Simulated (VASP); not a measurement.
Energy against volume of LiI (rock salt). Calculation: HSEsol screened hybrid, VASP's PBE PAW potentials (set 64) (plane waves; VASP). Run with 520 eV cut-off, 6×6×6 Γ-centred mesh, Gaussian smearing of 0.050 eV, potentials Li_sv I.

| V (Å³/atom) | E (eV/atom) |
|---|---|
| 25.635 | -3.46418 |
| 26.453 | -3.46298 |
| 27.271 | -3.45856 |
| 28.089 | -3.45142 |

Task: Fit these four points and predict the energy of the run at 24.817 Å³/atom.

Result: A cubic in V^(−2/3), the third-order Birch-Murnaghan form, passes through the four points with V0 = 25.77 Å³/atom and B0 = 23 GPa, and gives -3.4616 eV/atom there. The run gave -3.4615 eV/atom, +0.0 meV/atom from the fit; all five points give B0 = 23 GPa.

The compound is LiI in the rock salt structure. It was relaxed first, which changed the volume by -6 %. The cell's shape comes from a PBE relaxation.
